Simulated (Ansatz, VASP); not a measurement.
# Two plane-wave programs on Pd

POSCAR

```
Pd
1.0
    0.0000000000      1.9567730079      1.9567730079
    1.9567730079      0.0000000000      1.9567730079
    1.9567730079      1.9567730079      0.0000000000
Pd
1
Direct
    0.0000000000      0.0000000000      0.0000000000
```

INCAR.step1

```
SYSTEM = Pd
PREC = Accurate ; ENCUT = 520
ISMEAR = 1 ; SIGMA = 0.6
LREAL = .False. ; LASPH = .True.
NELM = 150 ; ISPIN = 2
MAGMOM = 0.436 ; LMAXMIX = 4
NBANDS = 15 ; GGA = PE
ALGO = Normal ; EDIFF = 1E-4
LWAVE = .True. ; LCHARG = .False.
```

Contents of INCAR.step2:

```
SYSTEM = Pd
PREC = Accurate ; ENCUT = 520
EDIFF = 1E-6 ; ISMEAR = 1
SIGMA = 0.6 ; LREAL = .False.
LASPH = .True. ; NELM = 150
ALGO = Normal ; ISIF = 2
LWAVE = .False. ; LCHARG = .False.
ISPIN = 2 ; MAGMOM = 0.436
LORBIT = 11 ; LMAXMIX = 4
METAGGA = R2SCAN ; LMIXTAU = .True.
NBANDS = 15 ; ISTART = 1
```

File KPOINTS:

```
Automatic mesh
0
Gamma
  14 14 14
  0 0 0
```

Input for Ansatz:

```yaml
crystal:
  lattice:
    - [0.0, 1.9567730079, 1.9567730079]
    - [1.9567730079, 0.0, 1.9567730079]
    - [1.9567730079, 1.9567730079, 0.0]
  atoms:
    - { symbol: Pd, position: [0.0, 0.0, 0.0], spin: 0.436 }
hamiltonian:
  xc: r2scan
  pseudopotentials:
    kind: paw
    azcp:
      Pd: "pseudopotentials/Pd.paw.azcp"
basis:
  ecutwfc: 500
  fft_grid_basis: typed
kpoints:
  mp_grid: { grid: [14, 14, 14], shift: [0, 0, 0] }
magnetization:
  spin_polarized: true
scf:
  occupations: { method: cold, width: 0.6 }
  lower_state_search: "off"
output:
  stress: true
```

Alike in both runs: task single point; functional r2SCAN; k mesh 14 × 14 × 14; collinear spin.

```csv
,VASP,Ansatz
version,VASP 6.6.1,Ansatz 0.2.0
potentials or method,"VASP PAW PBE potentials, release 64 (Pd)","plane waves (500 eV) with PAW, scalar-relativistic"
plane-wave cutoff (eV),520,500
occupations,"methfessel-paxton of order 1, width 0.6 eV","cold, width 0.6 eV"
valence electrons in the cell,10,18
```

Ansatz gave:

| Property | Result |
| --- | --- |
| pressure (GPa) | -1.3 |
| net moment per atom (μB) | 0.00 |

Q: Estimate VASP's values.

A: Pressure (GPa): 0.2; net moment per atom (μB): 0.01.

The two sets of potentials don't hold the same shells in valence. Ansatz warned: «seeded_moment_not_kept».

Caveats: the PAW data sets were made with another functional, which shifts forces and pressure a little (VASP).
